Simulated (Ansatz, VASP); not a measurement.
**Zn in VASP and in Ansatz**

```
CELL_PARAMETERS angstrom
2.59573 0.00000 0.00000
0.00000 2.59583 0.00000
0.00000 0.00000 2.68401
ATOMIC_POSITIONS crystal
Zn 0.00000 0.00000 0.00000
```

Alike in both runs: functional PBE; k mesh 8 × 8 × 6; occupations gaussian, width 0.1 eV; no spin polarisation.

Ansatz relaxed the structure, and its values are those at the end. VASP's run is a single point on that final structure, the one shown.

```csv
,VASP,Ansatz
version,VASP 6.6.1,Ansatz 0.2.0
potentials or method,"VASP PAW PBE potentials, release 64 (Zn)","scalar-relativistic, plane waves, PAW"
plane-wave cutoff (eV),520,420
valence electrons in the cell,12,12
```

VASP gave:

```
gap on the k mesh at the Fermi level (eV) : none
pressure (GPa)                            : 0.4
```

Q: What did Ansatz give for the same quantities?

A: gap on the k mesh at the Fermi level (eV): none; pressure (GPa): 0.2.

A gap of «none» marks a metal or a gap that the smearing closes. With one functional, cell and mesh, what is left measures potentials, basis and numerics.

Caveats: the k mesh is coarse (spacing up to 0.39 Å⁻¹), so the values aren't converged.
